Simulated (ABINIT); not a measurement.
NaF (Villiaumite):

```xyz
2
Lattice="0.0000 2.3200 2.3200 2.3200 0.0000 2.3200 2.3200 2.3200 0.0000" Properties=species:S:1:pos:R:3 pbc="T T T"
Na    0.0000    0.0000    0.0000
F     2.3200    2.3200    2.3200
```

Base run:

```yaml
Program: ABINIT 10.8.3 (patched build)
Functional: TB-mBJ
Potentials_or_basis: JTH PAW LDA v2.0
Cutoff: 1306 eV
k_mesh: 10 × 10 × 10
Occupations: fermi-dirac, width 0.05 eV
Spin: no spin polarisation
```

Its results: band gap on the k mesh 11.09 eV, direct.

The run is repeated on the same cell with these changes: functional from TB-mBJ to LDA; cutoff from 1306 eV to 1088 eV; fine-grid cutoff from 1959.22 eV to 1687.11 eV. What comes out?

Band gap on the k mesh 5.93 eV, direct.

Caveats: the constant c of TB-mBJ comes from the pseudo density here, which moves gaps by up to 0.3 eV between sets of potentials (some runs).

Not every run made on this cell is shown here.
